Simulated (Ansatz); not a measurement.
Li (simple cubic): energy against volume

Method: Ansatz 0.2.0, DFT, PBE, plane waves (420 eV) with PAW, scalar-relativistic.

The cell is scaled uniformly from the relaxed one, with fractional coordinates and shape fixed. Energies are extrapolated to zero smearing, pressures are those at the given smearing. Magnetic state: spin not included.

A Birch-Murnaghan fit gives V₀ = 20.38 Å³/atom, B₀ = 12.3 GPa, B₀′ = 3.3.

Problem. What are the energy above the minimum and the pressure at 18.802 Å³/atom?

Solution. 5.2 meV/atom and 1.16 GPa as computed.

Problem. What are the energy above the minimum and the pressure at 21.255 Å³/atom?

Solution. 1.4 meV/atom and -0.45 GPa as computed.

Problem. What are the energy above the minimum and the pressure at 22.890 Å³/atom?

Solution. 10.0 meV/atom and -1.15 GPa as computed.
